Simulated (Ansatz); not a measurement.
Crystal: VO2.

```
V O
1.0
     4.50720    0.00000    0.00000
     0.00000    4.50720    0.00000
     0.00000    0.00000    3.04445
V O
2 4
Direct
  0.50000 0.50000 0.50000
  0.00000 0.00000 0.00000
  0.20036 0.79964 0.50000
  0.79964 0.20036 0.50000
  0.70036 0.70036 0.00000
  0.29964 0.29964 0.00000
```

The cell is a database's computed one.

```yaml
Program: Ansatz 0.2.0
Task: relaxation of cell and atoms
Functional: PBEsol
Dispersion: D3(BJ)
Potentials_or_basis: Ansatz PAW
Cutoff: "420 eV (not typed: the program's choice for these potentials)"
k_mesh: 6 × 6 × 9
Occupations: fermi-dirac, width 0.05 eV
Spin: collinear spin, ferromagnetic start
Starting_moments: "[2.0, 2.0, 0.0, 0.0, 0.0, 0.0] μB"
```

At the start: volume 10.31 Å³/atom.

Problem. How do energy, volume and symmetry change on relaxing?

Solution. It ends after 8 steps and the volume is 9.48 Å³/atom (-8.0 %); space group P4_2/mnm (No. 136, to 0.05 Å); moment 1.95 μB per cell.

Step by step:
| step | energy change (eV) | largest force (eV/Å) | volume (Å³) |
| --- | --- | --- | --- |
| 1 | 0.0000 | 0.2827 | 61.85 |
| 2 | -0.4669 | 0.4557 | 58.70 |
| 3 | -0.5799 | 0.0859 | 56.19 |
| 4 | -0.5935 | 0.0964 | 56.90 |
| 5 | -0.5941 | 0.0080 | 56.97 |
| 6 | -0.5815 | 0.0077 | 56.97 |
| 7 | -0.5822 | 0.0000 | 56.88 |
| 8 | -0.5817 | 0.0000 | 56.88 |

Final structure:
```yaml
crystal:
  lattice:
    - [4.51567, 0.00000, 0.00000]
    - [0.00000, 4.51567, 0.00000]
    - [0.00000, 0.00000, 2.78935]
  atoms:
    - { symbol: V, position: [0.50000, 0.50000, 0.50000] }
    - { symbol: V, position: [0.00000, 0.00000, 0.00000] }
    - { symbol: O, position: [0.20152, 0.79848, 0.50000] }
    - { symbol: O, position: [0.79848, 0.20152, 0.50000] }
    - { symbol: O, position: [0.70152, 0.70152, 0.00000] }
    - { symbol: O, position: [0.29848, 0.29848, 0.00000] }
```

Caveat: the plane-wave basis is chosen anew once the cell has moved, so the energies of steps on either side of that aren't comparable; the pressure holds a Pulay correction of +0.9 GPa for the finite cutoff; pairwise dispersion overbinds metals, which lowers pressure and volume; the PAW data sets come from PBE, with cores solved anew for the run's functional, which leaves a small shift of forces and pressure.
